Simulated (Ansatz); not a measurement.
Runs of Ansatz 0.2.0 on Cs2AgBiBr6. Symmetry: Fm-3m, No. 225, cubic system. The conventional cell has a = 11.232 Å, b = 11.232 Å, c = 11.232 Å, α = 90.00°, β = 90.00°, γ = 90.00°. Bi (site symmetry m-3m) is surrounded by 6 Br at 2.81 Å. Cs (site symmetry -43m) has 12 Br at 3.97 Å as nearest neighbours. Ag (site symmetry m-3m) is surrounded by 6 Br at 2.80 Å. Br (site symmetry 4mm) has 1 Ag at 2.80 Å and 1 Bi at 2.81 Å as nearest neighbours. 

| task | level | cell | k mesh | cutoff (eV) | points for each segment of the path | gap on the mesh (eV) | pressure (GPa) | relaxed volume (Å³/atom) | largest force (eV/Å) |
| --- | --- | --- | --- | --- | --- | --- | --- | --- | --- |
| relaxation of cell and atoms | r2SCAN | relaxed | 4 × 4 × 4 | 500 | - | 1.67 | 0.0 | 36.46 | - |
| band structure | r2SCAN | as given | 4 × 4 × 4 | 500 | 10 | 1.67 | 1.0 | - | 0.24 |
| relaxation of cell and atoms | LDA | relaxed | 4 × 4 × 4 | 420 | - | 0.94 | 0.0 | 33.26 | 0.01 |
| band structure | PBEsol | as given | 4 × 4 × 4 | 420 | 10 | 1.17 | 0.0 | - | 0.30 |
| relaxation of cell and atoms | RPBE | relaxed | 3 × 3 × 3 | 420 | - | 2.07 | 0.0 | (a) | - |
| relaxation of cell and atoms | PBEsol | relaxed | 4 × 4 × 4 | 420 | - | 1.09 | 0.0 | (b) | - |

Alike in all rows: potentials or basis Ansatz PAW; no spin polarisation; smearing fermi-dirac 0.05 eV.

Fill in the values left out.

(a) 41.05; (b) 35.00.

Caveats: spin-orbit coupling is left out, which as a rule narrows the gap of such compounds by several tenths of an eV; the PAW data sets come from PBE, with cores solved anew for the run's functional, which leaves a small shift of forces and pressure; the plane-wave basis is chosen anew once the cell has moved, so the energies of steps on either side of that aren't comparable (some runs); the volume moved by over 15 % at a fixed basis, so the end points are rough (some runs); odd divisions of the mesh miss points on the zone boundary, where band edges often lie, so the gap on the mesh can be too wide (some runs).

A k mesh can miss the band edges, and the runs leave out spin-orbit coupling on Ag, Bi, Br, Cs.

Runs at the PBE level aren't shown here.
